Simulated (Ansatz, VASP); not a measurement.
# InAs in VASP and in Ansatz

```
CELL_PARAMETERS angstrom
0.00000 3.05356 3.05356
3.05356 0.00000 3.05356
3.05356 3.05356 0.00000
ATOMIC_POSITIONS crystal
In 0.25000 0.25000 0.25000
As 0.00000 0.00000 0.00000
```

Alike in both runs: task single point; functional LDA; k mesh 12 × 12 × 12; occupations gaussian, width 0.1 eV; no spin polarisation.

|  | VASP | Ansatz |
| --- | --- | --- |
| version | VASP 6.6.1 | Ansatz 0.2.0 |
| potentials or method | VASP PAW LDA potentials, release 64 (In_d, As) | scalar-relativistic, plane waves, PAW |
| plane-wave cutoff (eV) | 520 | 420 |
| valence electrons in the cell | 18 | 28 |

VASP gave:

- gap on the k mesh at the Fermi level (eV): none
- pressure (GPa): -2.1

Question: Estimate Ansatz's values.

Answer: gap on the k mesh at the Fermi level (eV): none; pressure (GPa): -2.2.

A gap of «none» marks a metal or a gap that the smearing closes. The two sets of potentials don't hold the same shells in valence. Ansatz warned: «pseudo_functional_mismatch».
